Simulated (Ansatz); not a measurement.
## Mg (I4/mmm), clamped-ion strain scan

Computed with Ansatz, DFT PBE, scalar-relativistic, plane waves, PAW. Settings: plane waves to 420 eV, k-mesh 20×20×20 (Γ-centred), Gaussian smearing 0.15 eV. No spin polarisation. Energies are free energies at this smearing, counted from the undisturbed cell; pressure is positive in compression.

The starting cell (as given, not relaxed at this level; it stands at 0.6 GPa; this form isn't the usual structure):

```xyz
1
Lattice="-1.8360 1.8360 1.6794 1.8360 -1.8360 1.6794 1.8360 1.8360 -1.6794" Properties=species:S:1:pos:R:3 pbc="T T T"
Mg    0.0000    0.0000    0.0000
```

The cell is strained by ε times the Voigt pattern (0, 0, 0, 1, 0, 0) (xx, yy, zz, yz, xz, xy; engineering shear) with fractional coordinates fixed. The cell is metallic on the mesh throughout.

```tsv
ε	ΔE (meV/atom)
-0.0600	8.8
-0.0300	2.3
0.0000	0.0
0.0150	0.6
0.0450	5.1
```

(1) Predict the stress summed along the pattern (GPa, tension positive) at each point.

Results:

(1)
```csv
ε,"stress summed along the pattern (GPa, tension positive)"
-0.0600,-1.95
-0.0300,-1.06
0.0000,0.00
0.0150,0.55
0.0450,1.51
```